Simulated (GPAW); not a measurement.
**MgO (Fm-3m): G0W0 on several meshes in GPAW**

Wanted: mesh dependence and cost of G0W0 for MgO (Fm-3m).

Calculated with GPAW 26.7.0; PBE and many-body steps on it, plane waves.

Most raw output is cut from this account.

## Step 1: The starting structure

It takes space group Fm-3m (No. 225, cubic). Conventional cell: a = 4.194 Å, b = 4.194 Å, c = 4.194 Å, α = 90.00°, β = 90.00°, γ = 90.00°. Nearest to Mg lie 6 O at 2.10 Å. Nearest to O lie 6 Mg at 2.10 Å. Farther neighbours and most contacts between anions are not listed.

Structure file:

```xyz
2
Lattice="0.0000 2.0970 2.0970 2.0970 0.0000 2.0970 2.0970 2.0970 0.0000" Properties=species:S:1:pos:R:3 pbc="T T T"
Mg    0.0000    0.0000    0.0000
O     2.0970    2.0970    2.0970
```

The cell and positions are those that the Materials Project relaxed with its own functionals (PBE, PBE+U or r2SCAN), kept fixed.

## Step 2: Empty states on the mesh, 8×8×8 mesh, 284 bands

This step: GPAW 26.7.0; DFT, PBE, plane waves, PAW.

The sums over transitions need many empty states on a uniform mesh; this step solves for them.

run.py

```python
import json
import numpy as np
from gpaw.mpi import world
from gpaw import GPAW

calc = GPAW('gs.gpw').fixed_density(kpts={'size': (8, 8, 8), 'gamma': True},
    parallel={'domain': 1, 'band': 1},
    txt='nscf.txt')
calc.diagonalize_full_hamiltonian(nbands=284)
calc.write('full.gpw', mode='all')
res = {}
kpts = calc.get_ibz_k_points()
res['kpts'] = kpts
res['eigenvalues'] = [calc.get_eigenvalues(kpt=k) for k in range(len(kpts))]
res['n_electrons'] = calc.get_number_of_electrons()

if world.rank == 0:
    with open('result.json', 'w') as f:
        json.dump(res, f, default=lambda x: x.tolist())
```

Launch:

```
mpirun -n 8 gpaw python run.py
```

Wall time 8.4 s (8 MPI ranks of Intel Xeon Platinum 8259CL at 2.50GHz (Skylake/Cascade Lake), shared host); peak memory 1.4 GiB.

Numbers from this step:

```yaml
gap: 4.886 eV
k_of_the_valence_top: 0, 0, 0
k_of_the_conduction_bottom: 0, 0, 0
least_direct_gap: 4.886 eV
k_points_computed: 29
lowest_point_of_the_top_converged_band_above_the_valence_top: 332.3458 eV
```

On this mesh the gap is 4.886 eV.

## Step 3: 8×8×8

G0W0 replaces the xc potential by the self-energy, built once from these orbitals. Only a window of levels is corrected, while the sums run over the empty bands that the input names.

This step: G0W0 on PBE, plane waves, PAW.

run.py

```python
import json
import numpy as np
from gpaw.mpi import world
from gpaw.response.g0w0 import G0W0

gw = G0W0('full.gpw',
    filename='gw',
    kpts=[0],
    bands=(6, 10),
    ecut=210,
    nbands=127,
    integrate_gamma='WS',
    ppa=True)
gw.calculate()
res = {mode: {k: v for k, v in r.items() if k != 'sigma_eskwn'}
       for mode, r in gw.all_results.items()}

if world.rank == 0:
    with open('result.json', 'w') as f:
        json.dump(res, f, default=lambda x: x.tolist())
```

Launch:

```
mpirun -n 8 gpaw python run.py
```

Elapsed: 3.8 min, on 8 MPI ranks; peak memory 2.4 GiB; 30 min of CPU time.

Numbers from this step:

- G0W0 gap on the points computed: 7.409 eV
- least direct G0W0 gap on the computed points: 7.409 eV
- Z at the valence top: 0.7994
- Z at the conduction bottom: 0.8522
- starting gap on the mesh: 4.886 eV
- k of the valence top: 0, 0, 0
- k of the conduction bottom: 0, 0, 0

The gap on the mesh goes from 4.89 eV to 7.41 eV, a correction of +2.52 eV.

## Step 4: Empty states on the mesh, 6×6×6 mesh, 137 bands

This step: DFT, PBE, plane waves, PAW.

run.py

```python
import json
import numpy as np
from gpaw.mpi import world
from gpaw import GPAW

calc = GPAW('gs.gpw').fixed_density(kpts={'size': (6, 6, 6), 'gamma': True},
    parallel={'domain': 1, 'band': 1},
    txt='nscf.txt')
calc.diagonalize_full_hamiltonian(nbands=137)
calc.write('full.gpw', mode='all')
res = {}
kpts = calc.get_ibz_k_points()
res['kpts'] = kpts
res['eigenvalues'] = [calc.get_eigenvalues(kpt=k) for k in range(len(kpts))]
res['n_electrons'] = calc.get_number_of_electrons()

if world.rank == 0:
    with open('result.json', 'w') as f:
        json.dump(res, f, default=lambda x: x.tolist())
```

Launch:

```
mpirun -n 8 gpaw python run.py
```

The job ended after 9.4 s (8 MPI ranks; peak memory 1.3 GiB; 72 s of CPU time).

Numbers from this step:

* gap: 4.886 eV
* k of the valence top: 0, 0, 0
* k of the conduction bottom: 0, 0, 0
* least direct gap: 4.886 eV
* k points computed: 16
* lowest point of the top converged band, above the valence top: 193.5715 eV

On this mesh the gap is 4.886 eV.

## Step 5: 6×6×6

This step: G0W0 on PBE, plane waves, PAW.

run.py

```python
import json
import numpy as np
from gpaw.mpi import world
from gpaw.response.g0w0 import G0W0

gw = G0W0('full.gpw',
    filename='gw',
    kpts=[0],
    bands=(6, 10),
    ecut=210,
    nbands=127,
    integrate_gamma='WS',
    ppa=True)
gw.calculate()
res = {mode: {k: v for k, v in r.items() if k != 'sigma_eskwn'}
       for mode, r in gw.all_results.items()}

if world.rank == 0:
    with open('result.json', 'w') as f:
        json.dump(res, f, default=lambda x: x.tolist())
```

Launch:

```
mpirun -n 8 gpaw python run.py
```

The job ended after 74 s (8 MPI ranks; peak memory 1.9 GiB; 9.8 min of CPU time).

This step gave:

```
G0W0 gap on the points computed              : 7.419 eV
least direct G0W0 gap on the computed points : 7.419 eV
Z at the valence top                         : 0.7998
Z at the conduction bottom                   : 0.8521
starting gap on the mesh                     : 4.886 eV
k of the valence top                         : 0, 0, 0
k of the conduction bottom                   : 0, 0, 0
```

Against G0W0 in GPAW (8×8×8 mesh, 127 bands, screening to 210 eV, Godby-Needs plasmon pole), the gap moves by +0.009 eV.

## Step 6: Side by side

Times are wall times on 8 MPI ranks of Intel Xeon Platinum 8259CL at 2.50GHz (Skylake/Cascade Lake), shared host, good to a factor of about two.

```
  run   mesh  bands  screening cutoff (eV)  DFT gap (eV)  gap on the mesh (eV)  direct (eV)     time
8×8×8  8×8×8    127                    210         4.886                 7.409        7.409  3.8 min
6×6×6  6×6×6    127                    210         4.886                 7.419        7.419     74 s
```

## Step 7: What came out

- 8×8×8: 7.409 eV
- 6×6×6: 7.419 eV
- known limits: not at the basis limit

**Reading.** 6×6×6: +0.009 eV against 8×8×8. Bands and cutoff are finite, so the gap is not at the basis limit. The miss can reach some tenths of an eV and take either sign; the mesh is an error of its own. These stock PAW sets were not made for GW. In the G0W0 runs levels were corrected at 1 k point alone, so a gap called «on the mesh» is the least over those, and an edge elsewhere would be missed.

[Paths, hosts, dates, memory and timing lines, banners, echoed tables and standing remarks are left out of the program output.]

[Logs are printed without paths, hosts, clocks, repeated set-up lines and the standing remarks that a program may print on its own settings, such as how far it seeks lower states.]

[Runs of the session that timed out or met a known fault of the program may be left out.]

[Hosts, paths, dates, database ids (printed as entryN), source tags and the programs' standing remarks are cut or masked in the printed files.]
